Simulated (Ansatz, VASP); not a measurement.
One calculation of Hf, two programs

File INCAR:

```
SYSTEM = Hf
PREC = Accurate
ENCUT = 520
EDIFF = 1E-7
ISMEAR = -1
SIGMA = 0.05
LREAL = .FALSE.
LASPH = .TRUE.
NELM = 100
ALGO = Normal
ISIF = 2
LWAVE = .FALSE.
LCHARG = .FALSE.
GGA = PE
NBANDS = 11
```

Contents of KPOINTS:

```
regular mesh
0
G
  10 10 10
  0 0 0
```

The input POSCAR:

```
Hf
1.0
   -0.0434730000      2.2074770000      2.2133560000
    2.1627620000     -0.0426750000      2.2125580000
    2.1720080000      2.2159250000     -0.0519210000
Hf
1
Direct
    0.0019310000     -0.0112190000     -0.0034220000
```

The input input.yaml:

```yaml
crystal:
  lattice:
    - [-0.043473, 2.207477, 2.213356]
    - [2.162762, -0.042675, 2.212558]
    - [2.172008, 2.215925, -0.051921]
  atoms:
    - { symbol: Hf, position: [0.001931, -0.011219, -0.003422] }
hamiltonian:
  xc: pbe
  pseudopotentials: { kind: paw }
kpoints:
  mp_grid: { grid: [10, 10, 10] }
scf:
  occupations: { method: fermi_dirac, width: 0.05 }
output:
  forces: true
  stress: true
  eigenvalues: true
  write_density: true
  write_potential: true
  elf: true
  volumetric_format: npy
```

Change from the starting cell: cell strained at random at fixed volume.

Alike in both runs: task single point; functional PBE; k mesh 10 × 10 × 10; occupations fermi-dirac, width 0.05 eV; no spin polarisation.

|  | VASP | Ansatz |
| --- | --- | --- |
| version | VASP 6.6.1 | Ansatz 0.2.0 |
| potentials or method | VASP PAW PBE potentials, release 64 (Hf_pv) | Ansatz PAW |
| plane-wave cutoff (eV) | 520 | 420 |
| valence electrons in the cell | 10 | 26 |

|  | VASP | Ansatz | Ansatz less VASP |
| --- | --- | --- | --- |
| gap on the k mesh at the Fermi level (eV) | none | none | - |
| pressure (GPa) | 2.7 | 3.2 | +0.45 |
| largest component of the traceless stress (GPa) | 1.81 | 1.81 | -0.003 |

A gap of «none» marks a metal or a gap that the smearing closes. The two sets of potentials don't hold the same shells in valence.

The runs have no spin-orbit coupling, so splittings on Hf are missing.
